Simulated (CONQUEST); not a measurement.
# Se: equation of state with PBEsol

Crystal: Se.

```
Se
1.0
     4.36620    0.00000    0.00000
     0.00000    4.95360    0.00000
     0.00000    0.00000    7.56248
Se
6
Direct
  0.38730 0.00000 0.38730
  0.88730 0.00000 0.88730
  0.22540 0.66667 0.00000
  0.72540 0.66667 0.50000
  0.38730 0.33333 0.61270
  0.88730 0.33333 0.11270
```

```yaml
Program: CONQUEST 1.3
Task: equation of state
Functional: PBEsol
Potentials_or_basis: PseudoDojo NC PBEsol, DZP, grid of 48 × 48 × 72 points
k_mesh: 6 × 6 × 4
Occupations: fermi-dirac, width 0.05 eV
Spin: no spin polarisation
```

| Item | Value |
| --- | --- |
| Equilibrium volume | 28.17 Å³/atom |
| Bulk modulus at fixed shape and positions | 55 GPa |
| Pressure derivative of the bulk modulus | 4.5 |

Energy against volume, from the lowest point:
| volume (Å³/atom) | energy (meV/atom) |
| --- | --- |
| 25.625 | 47.10 |
| 26.170 | 27.88 |
| 26.716 | 14.10 |
| 27.261 | 5.22 |
| 27.806 | 0.60 |
| 28.351 | 0.00 |
| 28.896 | 2.88 |

All runs of the series together: 4 min on 1 thread of Intel(R) Xeon(R) 6975P-C (Granite Rapids), on a shared host.

Caveat: the DZP basis gives volumes some 2 % larger than converged bases do, and moduli off by several per cent; the cell was scaled at fixed shape and fractional positions, which overstates the stiffness of a crystal with free parameters, most of all of layers and chains; the basis of atomic orbitals isn't converged, which shifts pressures, moduli and gaps.
